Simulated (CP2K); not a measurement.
# Sn under changes of volume

One of the cells (28.673 Å³/atom); the others are scaled copies at fixed shape and fractional positions:

```
Sn
1.0
     3.40608    0.00000    0.00000
    -0.19543    3.40046    0.00000
    -1.55493   -1.74781    2.47562
Sn
1
Direct
  0.00000 0.00000 0.00000
```

This isn't the form of Sn at room conditions, which is tetragonal (white tin).

* Program: CP2K 2026.2
* Functional: PBEsol
* Potentials or basis: POTENTIAL_UZH Sn GTH-PBE-q4; TZVP-MOLOPT-PBE-GTH basis
* Density cutoff: 6123 eV
* k mesh: 11 × 11 × 11
* Occupations: fermi-dirac, width 0.05 eV
* Spin: no spin polarisation

```tsv
volume (Å³/atom)	energy over the lowest point (meV/atom)	pressure (GPa)
26.953	9.76	2.6
27.526	2.75	1.3
28.100	0.00	0.2
28.673	1.05	-0.8
29.247	5.49	-1.7
29.820	?	?
30.394	23.08	-3.2
```

Problem. What does the run at 29.820 Å³/atom give?

Solution. Energy over the lowest point 12.95 meV/atom; pressure -2.5 GPa.

Worked out: A Birch-Murnaghan fit of order 3 (a polynomial in V^(-2/3)) to the other rows has its minimum at 28.22 Å³/atom with B0 = V·E''(V) = 51 GPa and B' = 4.7 at fixed shape and positions, which overstates the stiffness. It gives 12.93 meV/atom at 29.820 Å³/atom, against the run's 12.95, and -dE/dV = -2.5 GPa, against -2.5.

Energies are extrapolated to zero smearing.

Caveats: the potentials were made for another functional, which shifts forces and pressure; the basis of atomic orbitals isn't converged, which shifts pressures, moduli and gaps.
